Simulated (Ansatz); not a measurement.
Set up this calculation in Ansatz 0.2.0, as the native input.

| Quantity | Value |
| --- | --- |
| Task | single point |
| Functional | PBE |
| Potentials or basis | Ansatz PAW |
| Cutoff | 420 eV (not typed: the program's choice for these potentials) |
| k mesh | 7 × 7 × 7 |
| Occupations | fermi-dirac, width 0.05 eV |
| Spin | no spin polarisation |

KTaO3:

```
CELL_PARAMETERS angstrom
3.98830 0.00000 0.00000
0.00000 3.98830 0.00000
0.00000 0.00000 3.98830
ATOMIC_POSITIONS crystal
Ta 0.00000 0.00000 0.00000
K 0.50000 0.50000 0.50000
O 0.00000 0.00000 0.50000
O 0.00000 0.50000 0.00000
O 0.50000 0.00000 0.00000
```

One way to write it, as run:

input.yaml

```yaml
crystal:
  lattice:
    - [3.9883, 0.0, 0.0]
    - [0.0, 3.9883, 0.0]
    - [0.0, 0.0, 3.9883]
  atoms:
    - { symbol: Ta, position: [0.0, 0.0, 0.0] }
    - { symbol: K, position: [0.5, 0.5, 0.5] }
    - { symbol: O, position: [0.0, 0.0, 0.5] }
    - { symbol: O, position: [0.0, 0.5, 0.0] }
    - { symbol: O, position: [0.5, 0.0, 0.0] }
hamiltonian:
  xc: pbe
  pseudopotentials: { kind: paw }
kpoints:
  mp_grid: { grid: [7, 7, 7] }
scf:
  occupations: { method: fermi_dirac, width: 0.05 }
output:
  forces: true
  stress: true
  eigenvalues: true
```

Potentials or basis: Ansatz PAW.

The run is started by

```sh
$ ansatz run input.yaml --threads 2 --pin off --max-ram 5632MiB --backend cpu --events-out ev --progress --plain --runs-dir out
```

It gave:

* Pressure: 5.4 GPa
* Band gap on the k mesh: 2.28 eV, indirect (least direct gap 2.83 eV)

Caveat: odd divisions of the mesh miss points on the zone boundary, where band edges often lie, so the gap on the mesh can be too wide; the pressure holds a Pulay correction of +0.6 GPa for the finite cutoff; spin-orbit coupling is left out, which moves the levels of the heavy elements.

Run time: 1.2 s on 2 threads of Arm Neoverse V1 (shared host), peak memory 0.33 GiB.
